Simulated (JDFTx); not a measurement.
# BAs (F-43m) in JDFTx: settings compared

Aim: see how the results for BAs move with the level of theory and the settings. Levels: r2SCAN, LDA, PBEsol. Tasks: single point.

Program: JDFTx 1.7.0 (patched build). These are calculated values, not measurements. Logs are shortened: lines on timing, memory, paths and dates and some standing lists are left out, and cuts for length are marked. The log counts tension as positive stress, the text compression.

### 1 The structure

The structure is cubic, space group F-43m (No. 216). Conventional cell: a = 4.777 Å, b = 4.777 Å, c = 4.777 Å, α = 90.00°, β = 90.00°, γ = 90.00°. As (site symmetry -43m) has 4 B at 2.07 Å as nearest neighbours. B (site symmetry -43m) has 4 As at 2.07 Å as nearest neighbours.

### 2 Single point, r2SCAN

Input file BAs.in:

```
lattice \
    0.0000000000     4.5136108487     4.5136108487 \
    4.5136108487     0.0000000000     4.5136108487 \
    4.5136108487     4.5136108487     0.0000000000
coords-type Lattice
ion As     0.7500000000     0.7500000000     0.7500000000 1
ion B      0.0000000000     0.0000000000     0.0000000000 1

ion-species pseudo/As.upf
ion-species pseudo/B.upf
elec-cutoff 40 320
elec-ex-corr mgga-x-r2scan mgga-c-r2scan
kpoint-folding 10 10 10
elec-smearing Fermi 0.0018374661
elec-n-bands 9
electronic-SCF nIterations 100 energyDiffThreshold 1e-09
electronic-minimize nIterations 30 energyDiffThreshold 1e-7
converge-empty-states yes
forces-output-coords Cartesian

dump-name run.$VAR
dump End Ecomponents EigStats BandEigs Kpoints Forces Stress ElecDensity KEdensity
```

Potentials or basis: SG15-PBE-1.2 with smoothed tails.

The run is started by

```
$ jdftx -c 1 -i BAs.in -o BAs.out
```

Output:

```text
*************** JDFTx 1.7.0 (patched build) ***************

Input parsed successfully to the following command list (including defaults):
[... the input with its defaults ...]

---------- Setting up symmetries ----------

Found 48 point-group symmetries of the bravais lattice
Found 24 space-group symmetries with basis
Applied RMS atom displacement 0 bohrs to make symmetries exact.

---------- Initializing the Grid ----------
R =
[            0      4.51361      4.51361  ]
[      4.51361            0      4.51361  ]
[      4.51361      4.51361            0  ]
unit cell volume = 183.909
G =
[  -0.696026   0.696026   0.696026  ]
[   0.696026  -0.696026   0.696026  ]
[   0.696026   0.696026  -0.696026  ]
Minimum fftbox size, Smin = [  52  52  52  ]
Chosen fftbox size, S = [  54  54  54  ]

---------- Initializing tighter grid for wavefunction operations ----------
R =
[            0      4.51361      4.51361  ]
[      4.51361            0      4.51361  ]
[      4.51361      4.51361            0  ]
unit cell volume = 183.909
G =
[  -0.696026   0.696026   0.696026  ]
[   0.696026  -0.696026   0.696026  ]
[   0.696026   0.696026  -0.696026  ]
Minimum fftbox size, Smin = [  40  40  40  ]
Chosen fftbox size, S = [  40  40  40  ]

---------- Exchange Correlation functional ----------
Initialized LibXC exchange functional 'Re-regularized SCAN exchange by Furness et al'
Initialized LibXC correlation functional 'Re-regularized SCAN correlation by Furness et al'

---------- Setting up pseudopotentials ----------
Width of ionic core gaussian charges (only for fluid interactions / plotting) set to 0

Reading pseudopotential file 'pseudo/As.upf':
  'As' pseudopotential, 'PBE' functional
  Generated using ONCVPSP code by D. R. Hamann
  5 valence electrons, 0 orbitals, 6 projectors, 602 radial grid points, with lMax = 2
  Core radius for overlap checks: 2.53 bohrs.

Reading pseudopotential file 'pseudo/B.upf':
  'B' pseudopotential, 'PBE' functional
  Generated using ONCVPSP code by D. R. Hamann
  3 valence electrons, 0 orbitals, 4 projectors, 602 radial grid points, with lMax = 1
  Core radius for overlap checks: 1.60 bohrs.

Initialized 2 species with 2 total atoms.

Folded 1 k-points by 10x10x10 to 1000 k-points.

---------- Setting up k-points, bands, fillings ----------
Adding inversion symmetry to k-mesh for non-inversion-symmetric unit cell.
Reduced to 47 k-points under symmetry.
Computing the number of bands and number of electrons
Calculating initial fillings.
nElectrons:   8.000000   nBands: 9   nStates: 47

----- Setting up reduced wavefunction bases (one per k-point) -----
average nbasis = 2221.709 , ideal nbasis = 2222.216

---------- Setting up ewald sum ----------
Optimum gaussian width for ewald sums = 2.050004 bohr.
Real space sum over 1331 unit cells with max indices [  5  5  5  ]
Reciprocal space sum over 2197 terms with max indices [  6  6  6  ]

---------- Allocating electronic variables ----------
Initializing wave functions:  (No orbitals for LCAO)  bandwidth-limited random numbers

Setting the auxilliary hamiltonian equal to the subspace hamiltonian.

-------- Electronic minimization -----------
Will mix electronic and kinetic density at each iteration.
	FillingsUpdate:  mu: +0.454321952  nElectrons: 8.000000
	FillingsUpdate:  mu: +0.235207994  nElectrons: 8.000000
SCF: Cycle:  0   F: -9.076363709382811   dF: -2.485e+00   |Residual|: 5.963e-01   |deigs|: 2.104e-01
	FillingsUpdate:  mu: +0.273274436  nElectrons: 8.000000
SCF: Cycle:  1   F: -9.130831107152336   dF: -5.447e-02   |Residual|: 4.126e-01   |deigs|: 3.680e-02
	FillingsUpdate:  mu: +0.350978069  nElectrons: 8.000000
SCF: Cycle:  2   F: -9.165704383239261   dF: -3.487e-02   |Residual|: 1.751e-01   |deigs|: 7.497e-02
	FillingsUpdate:  mu: +0.341060763  nElectrons: 8.000000
SCF: Cycle:  3   F: -9.172507722423601   dF: -6.803e-03   |Residual|: 7.155e-02   |deigs|: 1.032e-02
	FillingsUpdate:  mu: +0.338339826  nElectrons: 8.000000
SCF: Cycle:  4   F: -9.173780443946875   dF: -1.273e-03   |Residual|: 1.313e-02   |deigs|: 2.972e-03
	FillingsUpdate:  mu: +0.339045322  nElectrons: 8.000000
SCF: Cycle:  5   F: -9.173839495675807   dF: -5.905e-05   |Residual|: 2.598e-03   |deigs|: 6.895e-04
	FillingsUpdate:  mu: +0.339192734  nElectrons: 8.000000
SCF: Cycle:  6   F: -9.173840652057928   dF: -1.156e-06   |Residual|: 1.055e-03   |deigs|: 1.399e-04
	FillingsUpdate:  mu: +0.339226302  nElectrons: 8.000000
SCF: Cycle:  7   F: -9.173840738545882   dF: -8.649e-08   |Residual|: 2.152e-04   |deigs|: 3.575e-05
	FillingsUpdate:  mu: +0.339209776  nElectrons: 8.000000
SCF: Cycle:  8   F: -9.173840750055978   dF: -1.151e-08   |Residual|: 4.918e-05   |deigs|: 1.661e-05
	FillingsUpdate:  mu: +0.339212922  nElectrons: 8.000000
SCF: Cycle:  9   F: -9.173840750997266   dF: -9.413e-10   |Residual|: 1.810e-05   |deigs|: 4.540e-06
	FillingsUpdate:  mu: +0.339210930  nElectrons: 8.000000
SCF: Cycle: 10   F: -9.173840751134534   dF: -1.373e-10   |Residual|: 3.844e-06   |deigs|: 2.937e-06
SCF: Converged (|Delta E|<1.000000e-09 for 2 iters).

Setting wave functions to eigenvectors of Hamiltonian
Converging empty states (this may take a while): |deigs|: 1.873e-05

# Stress tensor in Cartesian coordinates [Eh/a0^3]:
[ -6.64282e-05            0            0  ]
[            0 -6.64282e-05            0  ]
[            0            0 -6.64282e-05  ]

# Ionic positions in lattice coordinates:
ion As   0.750000000000000   0.750000000000000   0.750000000000000 1
ion B   0.000000000000000   0.000000000000000   0.000000000000000 1

# Forces in Cartesian coordinates:
force As  -0.000000000000000  -0.000000000000000  -0.000000000000000 1
force B   0.000000000000000  -0.000000000000000   0.000000000000000 1

# Energy components:
   Eewald =       -9.9667093405126348
       EH =        0.6278495203334168
     Eloc =       -2.7625852135570841
      Enl =        1.5480832382983776
      Exc =       -2.6924903918391778
       KE =        4.0720114372887259
-------------------------------------
     Etot =       -9.1738407499883774
       TS =        0.0000000011461564
-------------------------------------
        F =       -9.1738407511345343

IonicMinimize: Iter:   0  F: -9.173840751134534  |grad|_K:  3.246e-36
IonicMinimize: Converged (|grad|_K<1.000000e-04).

Dumping 'run.eigStats' ...
	eMin: -0.282110 at state 0 ( [ +0.000000 +0.000000 +0.000000 ] spin 0 )
	HOMO: +0.316217 at state 0 ( [ +0.000000 +0.000000 +0.000000 ] spin 0 )
	mu  : +0.339212
	LUMO: +0.363487 at state 27 ( [ +0.000000 +0.400000 +0.400000 ] spin 0 )
	eMax: +0.823813 at state 30 ( [ +0.000000 +0.500000 +0.500000 ] spin 0 )
	HOMO-LUMO gap: +0.047269
	Optical gap  : +0.125512 at state 0 ( [ +0.000000 +0.000000 +0.000000 ] spin 0 )
Done!
[note: mu as printed may lie anywhere between the filled and the empty levels]
```

Wall time 68 s (1 thread of Intel Xeon 6975P-C (Granite Rapids), shared host); peak memory 0.14 GiB.

What came out:

```yaml
Free_energy: -249.6329 eV
Pressure: 2.0 GPa
Band_gap_on_the_k_mesh: 1.29 eV, indirect (least direct gap 3.42 eV)
```

Caveat: the potentials were made for another functional, which shifts forces and pressure.

### 3 Single point, LDA

BAs.in: that of step 2 with these lines changed.

```diff
@@ -11,6 +11,6 @@
 elec-cutoff 40 320
-elec-ex-corr mgga-x-r2scan mgga-c-r2scan
+elec-ex-corr lda-PW
 kpoint-folding 10 10 10
-elec-smearing Fermi 0.0018374661
-elec-n-bands 9
+elec-smearing Gauss 0.0018374661
+elec-n-bands 15
 electronic-SCF nIterations 100 energyDiffThreshold 1e-09
@@ -21,2 +21,2 @@
 dump-name run.$VAR
-dump End Ecomponents EigStats BandEigs Kpoints Forces Stress ElecDensity KEdensity
+dump End Ecomponents EigStats BandEigs Kpoints Forces Stress
```

Potentials or basis: PseudoDojo-SR-LDA-0.4.1-standard with smoothed tails.

The run is started by

```
$ jdftx -c 1 -i BAs.in -o BAs.out
```

Run time: 69 s. Hardware: 1 thread of AMD EPYC 7R43 (Zen 3), shared host; peak memory 0.11 GiB.

The run converged. Its results:

```yaml
Free_energy: -2695.6880 eV
Pressure: -4.2 GPa
Band_gap_on_the_k_mesh: 1.14 eV, indirect (least direct gap 3.26 eV)
Loewdin_charges: As +0.66; B -0.62 e
```

Levels at points of the mesh, in eV from the valence-band top:
```
           k point  band 6  band 7  band 8  band 9  band 10  band 11
(0.00, 0.00, 0.00)  -15.39    0.00    0.00    0.00     3.26     3.26
(0.00, 0.00, 0.50)  -12.55   -8.74   -1.81   -1.81     2.68     4.78
(0.00, 0.50, 0.50)  -11.28   -8.41   -4.07   -4.07     1.35     1.44
```

### 4 Single point, LDA

Input file BAs.in:

```
include BAs.lattice
coords-type Lattice
include BAs.ionpos

ion-species pseudo/As.upf
ion-species pseudo/B.upf
elec-cutoff 40 320
elec-ex-corr lda-PW
kpoint-folding 10 10 10
elec-smearing Fermi 0.0018374661
elec-n-bands 15
electronic-SCF nIterations 100 energyDiffThreshold 1e-09
electronic-minimize nIterations 30 energyDiffThreshold 1e-7
converge-empty-states yes
forces-output-coords Cartesian

dump-name run.$VAR
dump End Ecomponents EigStats BandEigs Kpoints Forces Stress ElecDensity
```

Input file BAs.lattice:

```
lattice \
    0.0000000000     4.5136108487     4.5136108487 \
    4.5136108487     0.0000000000     4.5136108487 \
    4.5136108487     4.5136108487     0.0000000000
```

Input file BAs.ionpos:

```
ion As     0.7500000000     0.7500000000     0.7500000000 1
ion B      0.0000000000     0.0000000000     0.0000000000 1
```

Potentials or basis: PseudoDojo-SR-LDA-0.4.1-standard with smoothed tails.

The run is started by

```
$ jdftx -c 1 -i BAs.in -o BAs.out
```

Output:

```text
*************** JDFTx 1.7.0 (patched build) ***************

Input parsed successfully to the following command list (including defaults):
[... the input with its defaults ...]

---------- Setting up symmetries ----------

Found 48 point-group symmetries of the bravais lattice
Found 24 space-group symmetries with basis
Applied RMS atom displacement 0 bohrs to make symmetries exact.

---------- Initializing the Grid ----------
R =
[            0      4.51361      4.51361  ]
[      4.51361            0      4.51361  ]
[      4.51361      4.51361            0  ]
unit cell volume = 183.909
G =
[  -0.696026   0.696026   0.696026  ]
[   0.696026  -0.696026   0.696026  ]
[   0.696026   0.696026  -0.696026  ]
Minimum fftbox size, Smin = [  52  52  52  ]
Chosen fftbox size, S = [  54  54  54  ]

---------- Initializing tighter grid for wavefunction operations ----------
R =
[            0      4.51361      4.51361  ]
[      4.51361            0      4.51361  ]
[      4.51361      4.51361            0  ]
unit cell volume = 183.909
G =
[  -0.696026   0.696026   0.696026  ]
[   0.696026  -0.696026   0.696026  ]
[   0.696026   0.696026  -0.696026  ]
Minimum fftbox size, Smin = [  40  40  40  ]
Chosen fftbox size, S = [  40  40  40  ]

---------- Exchange Correlation functional ----------
Initalized Slater LDA exchange.
Initalized Perdew-Wang LDA correlation.

---------- Setting up pseudopotentials ----------
Width of ionic core gaussian charges (only for fluid interactions / plotting) set to 0

Reading pseudopotential file 'pseudo/As.upf':
  'As' pseudopotential, 'SLA  PW   NOGX NOGC' functional
  Generated using ONCVPSP code by D. R. Hamann
  15 valence electrons, 3 orbitals, 6 projectors, 1001 radial grid points, with lMax = 2
    3D    l: 2   occupation: 10.0   eigenvalue: -1.502949
    4S    l: 0   occupation:  2.0   eigenvalue: -0.540203
    4P    l: 1   occupation:  3.0   eigenvalue: -0.196304
  Core radius for overlap checks: 1.74 bohrs.

Reading pseudopotential file 'pseudo/B.upf':
  'B' pseudopotential, 'SLA  PW   NOGX NOGC' functional
[... 34 lines left out ...]
	FillingsUpdate:  mu: +0.442331212  nElectrons: 18.000000
[... 5 lines of inner loops ...]
LCAOMinimize: Iter:   4  F: -99.0179218273188724  |grad|_K:  8.560e-08  alpha:  9.808e-01  linmin: -1.001e-04  cgtest:  2.046e-03
	FillingsUpdate:  mu: +0.442681098  nElectrons: 18.000000
LCAOMinimize: Iter:   5  F: -99.0179218273356554  |grad|_K:  8.584e-09  alpha:  4.418e-01  linmin: -6.059e-04  cgtest:  6.435e-04
LCAOMinimize: Converged (|Delta F|<1.000000e-06 for 2 iters).

-------- Electronic minimization -----------
Will mix electronic density at each iteration.
	FillingsUpdate:  mu: +0.442681098  nElectrons: 18.000000
	FillingsUpdate:  mu: +0.419314347  nElectrons: 18.000000
SCF: Cycle:  0   F: -99.063097812272929   dF: -4.518e-02   |Residual|: 5.011e-02   |deigs|: 2.159e-01
	FillingsUpdate:  mu: +0.422523361  nElectrons: 18.000000
SCF: Cycle:  1   F: -99.064441833456186   dF: -1.344e-03   |Residual|: 2.747e-02   |deigs|: 7.598e-03
	FillingsUpdate:  mu: +0.426542825  nElectrons: 18.000000
SCF: Cycle:  2   F: -99.064700181363776   dF: -2.583e-04   |Residual|: 2.933e-03   |deigs|: 6.637e-03
	FillingsUpdate:  mu: +0.426579116  nElectrons: 18.000000
SCF: Cycle:  3   F: -99.064704261703213   dF: -4.080e-06   |Residual|: 1.474e-03   |deigs|: 5.606e-04
	FillingsUpdate:  mu: +0.426756258  nElectrons: 18.000000
SCF: Cycle:  4   F: -99.064705109102903   dF: -8.474e-07   |Residual|: 2.768e-04   |deigs|: 3.440e-04
	FillingsUpdate:  mu: +0.426756543  nElectrons: 18.000000
SCF: Cycle:  5   F: -99.064705423383259   dF: -3.143e-07   |Residual|: 6.142e-05   |deigs|: 2.413e-04
	FillingsUpdate:  mu: +0.426758941  nElectrons: 18.000000
SCF: Cycle:  6   F: -99.064705512630766   dF: -8.925e-08   |Residual|: 2.507e-05   |deigs|: 3.839e-04
	FillingsUpdate:  mu: +0.426760973  nElectrons: 18.000000
SCF: Cycle:  7   F: -99.064705548022829   dF: -3.539e-08   |Residual|: 1.557e-05   |deigs|: 1.604e-04
	FillingsUpdate:  mu: +0.426761577  nElectrons: 18.000000
SCF: Cycle:  8   F: -99.064705559719883   dF: -1.170e-08   |Residual|: 4.903e-06   |deigs|: 1.293e-04
	FillingsUpdate:  mu: +0.426761316  nElectrons: 18.000000
SCF: Cycle:  9   F: -99.064705564692503   dF: -4.973e-09   |Residual|: 1.491e-06   |deigs|: 1.790e-04
	FillingsUpdate:  mu: +0.426761163  nElectrons: 18.000000
SCF: Cycle: 10   F: -99.064705566062415   dF: -1.370e-09   |Residual|: 1.010e-06   |deigs|: 6.308e-05
	FillingsUpdate:  mu: +0.426761086  nElectrons: 18.000000
SCF: Cycle: 11   F: -99.064705566798892   dF: -7.365e-10   |Residual|: 1.054e-06   |deigs|: 1.077e-04
	FillingsUpdate:  mu: +0.426761110  nElectrons: 18.000000
SCF: Cycle: 12   F: -99.064705566935103   dF: -1.362e-10   |Residual|: 4.235e-07   |deigs|: 4.118e-05
SCF: Converged (|Delta E|<1.000000e-09 for 2 iters).

Setting wave functions to eigenvectors of Hamiltonian
Converging empty states (this may take a while): |deigs|: 5.421e-04

# Stress tensor in Cartesian coordinates [Eh/a0^3]:
[  0.000141871            0            0  ]
[            0  0.000141871            0  ]
[            0            0  0.000141871  ]

# Ionic positions in lattice coordinates:
ion As   0.750000000000000   0.750000000000000   0.750000000000000 1
ion B   0.000000000000000   0.000000000000000   0.000000000000000 1

# Forces in Cartesian coordinates:
force As   0.000000000000000   0.000000000000000  -0.000000000000000 1
force B  -0.000000000000000   0.000000000000000   0.000000000000000 1

# Energy components:
   Eewald =      -63.4210613756695025
       EH =       30.5149231889741870
     Eloc =      -78.6894225470440603
      Enl =      -50.8685202287040994
      Exc =      -24.6228069578512496
 Exc_core =        9.8703046692577185
       KE =       78.1518776885624362
-------------------------------------
     Etot =      -99.0647055624745718
       TS =        0.0000000044605346
-------------------------------------
        F =      -99.0647055669351033

IonicMinimize: Iter:   0  F: -99.064705566935103  |grad|_K:       -nan
IonicMinimize: None of the convergence criteria satisfied after 0 iterations.

#--- Lowdin population analysis ---
# oxidation-state As +0.658
# oxidation-state B -0.622

Dumping 'run.eigStats' ...
	eMin: -0.915207 at state 30 ( [ +0.000000 +0.500000 +0.500000 ] spin 0 )
	HOMO: +0.406445 at state 0 ( [ +0.000000 +0.000000 +0.000000 ] spin 0 )
	mu  : +0.426761
	LUMO: +0.448351 at state 27 ( [ +0.000000 +0.400000 +0.400000 ] spin 0 )
	eMax: +1.034566 at state 30 ( [ +0.000000 +0.500000 +0.500000 ] spin 0 )
	HOMO-LUMO gap: +0.041906
	Optical gap  : +0.119972 at state 0 ( [ +0.000000 +0.000000 +0.000000 ] spin 0 )
Done!
[note: mu as printed may lie anywhere between the filled and the empty levels]
```

It took 78 s on 1 thread of AMD EPYC 7R43 (Zen 3), shared host; peak memory 0.1 GiB.

Results:

```
Free energy            : -2695.6880 eV
Pressure               : -4.2 GPa
Band gap on the k mesh : 1.14 eV, indirect (least direct gap 3.26 eV)
Loewdin charges        : As +0.66; B -0.62 e
```

### 5 Single point, PBEsol

BAs.in: that of step 4 with these lines changed.

```diff
@@ -1,4 +1,8 @@
-include BAs.lattice
+lattice \
+    0.0000000000     4.5136108487     4.5136108487 \
+    4.5136108487     0.0000000000     4.5136108487 \
+    4.5136108487     4.5136108487     0.0000000000
 coords-type Lattice
-include BAs.ionpos
+ion As     0.7500000000     0.7500000000     0.7500000000 1
+ion B      0.0000000000     0.0000000000     0.0000000000 1
 
@@ -6,4 +10,4 @@
 ion-species pseudo/B.upf
-elec-cutoff 40 320
-elec-ex-corr lda-PW
+elec-cutoff 42 336
+elec-ex-corr gga-PBEsol
 kpoint-folding 10 10 10
```

Potentials or basis: PseudoDojo-SR-PBEsol-0.4.1-standard with smoothed tails.

The run is started by

```
$ jdftx -c 1 -i BAs.in -o BAs.out
```

It took 73 s on 1 thread of AMD EPYC 7R43 (Zen 3), shared host; peak memory 0.12 GiB.

It converged, with:

- Free energy: -2689.0386 eV
- Pressure: -0.7 GPa
- Band gap on the k mesh: 1.10 eV, indirect (least direct gap 3.26 eV)
- Loewdin charges: As +0.67; B -0.63 e

Levels at points of the mesh, in eV from the valence-band top:
```tsv
k point	band 7	band 8	band 9	band 10	band 11
(0.00, 0.00, 0.00)	0.00	0.00	0.00	3.26	3.26
(0.00, 0.00, 0.50)	-8.82	-1.82	-1.82	2.66	4.75
(0.00, 0.50, 0.50)	-8.52	-4.10	-4.10	1.33	1.36
```

A k mesh can miss the band edges. A hybrid or GW would open this gap; PBEsol tends to underestimate it.

### 6 For comparison

An earlier run on the cell as given: functional PBEsol; potentials or basis PseudoDojo-SR-PBEsol-0.4.1-standard with smoothed tails; cutoff 1143 eV; density cutoff 9143 eV; k mesh 10 × 10 × 10; occupations fermi-dirac, width 0.05 eV; no spin polarisation.

* Pressure: -0.7 GPa
* Band gap on the k mesh: 1.10 eV, indirect (least direct gap 3.26 eV)
* Loewdin charges: As +0.67; B -0.63 e

### 7 The runs side by side

| level | potentials or basis | cutoff (eV) | smearing | gap on the mesh (eV) | pressure (GPa) |
| --- | --- | --- | --- | --- | --- |
| r2SCAN | SG15-PBE-1.2 with smoothed tails | 1088 | fermi-dirac 0.05 eV | 1.29 | 2.0 |
| LDA | PseudoDojo-SR-LDA-0.4.1-standard with smoothed tails | 1088 | gaussian 0.1 eV | 1.14 | -4.2 |
| LDA | PseudoDojo-SR-LDA-0.4.1-standard with smoothed tails | 1088 | fermi-dirac 0.05 eV | 1.14 | -4.2 |
| PBEsol | PseudoDojo-SR-PBEsol-0.4.1-standard with smoothed tails | 1143 | fermi-dirac 0.05 eV | 1.10 | -0.7 |

Alike in all rows: task single point; no spin polarisation; cell as given; k mesh 10 × 10 × 10.

Caveats: the potentials were made for another functional, which shifts forces and pressure (some runs).

Absolute energies hang on the potentials; compare differences alone.
